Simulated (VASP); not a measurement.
A run of VASP 6.6.1 is set up as follows.

POSCAR

```
LiCl
1.0
   -2.5757520800     -0.0089649700      2.5685791100
    2.5635724300     -5.1416704900      2.5743304000
    2.6033042400      5.1634713600      2.5782013200
Li Cl
4 4
Direct
    0.9256890000      0.9737590000      0.0052010000
    0.0309740000      0.4959060000      0.5073530000
    0.4528890000      0.0079650000      0.4605650000
    0.4883610000      0.5425930000      0.0339240000
    0.9830640000      0.2615110000      0.7829070000
    0.9944910000      0.7548750000      0.2507790000
    0.4923820000      0.2946930000      0.2639830000
    0.5669760000      0.7331100000      0.7517160000
```

INCAR.step1

```
  ALGO = Normal
  EDIFF = 1E-4
  ENCUT = 520
  GGA = PE
  ISMEAR = -1
  LASPH = T
  LCHARG = F
  LREAL = F
  LWAVE = T
  NBANDS = 30
  NELM = 100
  PREC = Accurate
  SIGMA = 0.0182
```

The input INCAR.step2:

```
  ALGO = Normal
  EDIFF = 1E-6
  ENCUT = 520
  ISIF = 2
  ISMEAR = -1
  ISTART = 1
  LASPH = T
  LCHARG = F
  LMIXTAU = T
  LREAL = F
  LWAVE = F
  METAGGA = R2SCAN
  NBANDS = 30
  NELM = 100
  PREC = Accurate
  SIGMA = 0.0182
```

KPOINTS

```
Automatic mesh
0
Gamma
  5 3 3
  0.5 0.5 0
```

Potentials or basis: VASP PAW PBE potentials, release 64 (Li_sv, Cl).

Command:

```sh
$ cat potpaw_PBE.64/Li_sv/POTCAR potpaw_PBE.64/Cl/POTCAR > POTCAR
$ cp INCAR.step1 INCAR
$ mpirun -np 1 vasp_std > vasp.out
$ cp INCAR.step2 INCAR
$ mpirun -np 1 vasp_std > vasp.out
```

**Question.** Predict the largest force.

**Answer.** 0.820 eV/Å.

**Question.** What does it give for the band gap on the k mesh?

**Answer.** 6.89 eV, indirect (least direct gap 6.93 eV).

Forces on the atoms (eV/Å):
```
Li   0.011 -0.600  0.463
Li   0.216  0.231  0.023
Li   0.356  0.224  0.533
Li  -0.550  0.064 -0.497
Cl  -0.473 -0.137 -0.223
Cl   0.398 -0.214  0.361
Cl  -0.427  0.657 -0.243
Cl   0.470 -0.225 -0.417
```

Caveat: the PAW data sets were made with another functional, which shifts forces and pressure a little. r2SCAN opens gaps a little over a GGA but as a rule still falls short of measured ones.
